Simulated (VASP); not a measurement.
PbS:

```
Pb S
1.0
     0.00000    2.98809    2.98809
     2.98809    0.00000    2.98809
     2.98809    2.98809    0.00000
Pb S
1 1
Direct
  0.50000 0.50000 0.50000
  0.00000 0.00000 0.00000
```

The cell is a database's computed one.

* Program: VASP 6.6.1
* Task: relaxation of cell and atoms
* Functional: PBEsol
* Potentials or basis: VASP PAW PBE potentials, release 64 (Pb_d, S)
* Cutoff: 600 eV
* k mesh: 4 × 4 × 4
* Occupations: gaussian, width 0.02 eV
* Spin: no spin polarisation

At the start: pressure -2.0 GPa; volume 26.68 Å³/atom.

Task: Where does the relaxation end?

Result: Over 3 steps the energy falls by 5.8 meV/atom and the volume is 25.76 Å³/atom (-3.4 %); space group Fm-3m (No. 225, to 0.05 Å).

Step by step:
```tsv
step	energy change (eV)	largest force (eV/Å)	pressure (GPa)	volume (Å³)
1	0.0000	0.0000	-1.96	53.36
2	-0.0101	0.0000	0.78	50.88
3	-0.0116	0.0000	0.00	51.52
```

Final structure:
```yaml
crystal:
  lattice:
    - [0.00000, 2.95332, 2.95332]
    - [2.95332, 0.00000, 2.95332]
    - [2.95332, 2.95332, 0.00000]
  atoms:
    - { symbol: Pb, position: [0.50000, 0.50000, 0.50000] }
    - { symbol: S, position: [0.00000, 0.00000, 0.00000] }
```

Caveat: the k mesh is coarse (spacing up to 0.46 Å⁻¹), so the values aren't converged; the PAW data sets were made with another functional, which shifts forces and pressure a little.
